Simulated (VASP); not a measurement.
Crystal: Sb2Se3.

```
Sb Se
1.0
     1.94701    1.30398   10.04108
    -4.16931    2.68575   20.12796
    -0.03514   -2.24022   10.00585
Sb Se
4 6
Direct
  0.41261 0.18501 0.39243
  0.37800 0.70544 0.40216
  0.61097 0.29616 0.60145
  0.60724 0.79847 0.60649
  0.75971 0.39475 0.77964
  0.78904 0.88312 0.78298
  0.22061 0.10657 0.22824
  0.22153 0.60095 0.22980
  0.00652 0.00585 0.98413
  0.99735 0.50533 0.99360
```

The cell was built by a generator and needn't be a form met in nature.

| Property | Result |
| --- | --- |
| Program | VASP 6.6.1 |
| Task | relaxation of cell and atoms |
| Functional | PBE |
| Potentials or basis | VASP PAW PBE potentials, release 64 (Sb, Se) |
| Cutoff | 520 eV |
| k mesh | 6 × 3 × 6 |
| Occupations | gaussian, width 0.15 eV |
| Spin | no spin polarisation |

At the start: pressure 1.3 GPa; volume 28.83 Å³/atom.

How do energy, volume and symmetry change on relaxing?

Over 17 steps the energy falls by 29.3 meV/atom and the volume is 29.11 Å³/atom (+1.0 %); space group C2/m (No. 12, to 0.05 Å).

Step by step:
```
step  energy change (eV)  largest force (eV/Å)  pressure (GPa)  volume (Å³)
   1              0.0000                0.8866            1.28       288.33
   2             -0.1936                0.4013           -1.18       297.93
   3             -0.2009                0.4463           -0.83       296.32
   4             -0.2538                0.2944           -0.01       291.55
   5             -0.2595                0.3253            0.36       289.47
   6             -0.2778                0.1731            0.05       290.62
   7             -0.2783                0.1757            0.00       290.83
   8             -0.2864                0.1312           -0.07       291.21
   9             -0.2892                0.1035           -0.12       291.53
  10             -0.2892                0.0967           -0.12       291.58
  11             -0.2908                0.0666            0.12       290.47
  12             -0.2908                0.0679            0.13       290.51
  13             -0.2920                0.0481            0.06       290.85
  14             -0.2923                0.0446            0.04       291.04
  15             -0.2927                0.0350           -0.07       291.53
  16             -0.2927                0.0319           -0.06       291.43
  17             -0.2930                0.0216            0.01       291.13
```

Final structure:
```xyz
10
Lattice="2.0478 1.1710 10.1609 -4.0414 2.3412 20.3091 0.0140 -2.3513 10.1598" Properties=species:S:1:pos:R:3 pbc="T T T"
Sb    0.0166   -0.0030   11.9932
Sb   -2.0046    1.1585   22.1873
Sb    0.0422   -0.0144   18.4092
Sb   -1.9779    1.1624   28.5394
Se    0.0312   -0.0100   23.7222
Se   -1.9992    1.1595   33.8915
Se    0.0323   -0.0064    6.6833
Se   -1.9934    1.1648   16.8295
Se   -1.9732    1.1572   40.5913
Se   -2.0115    1.1654   10.1297
```
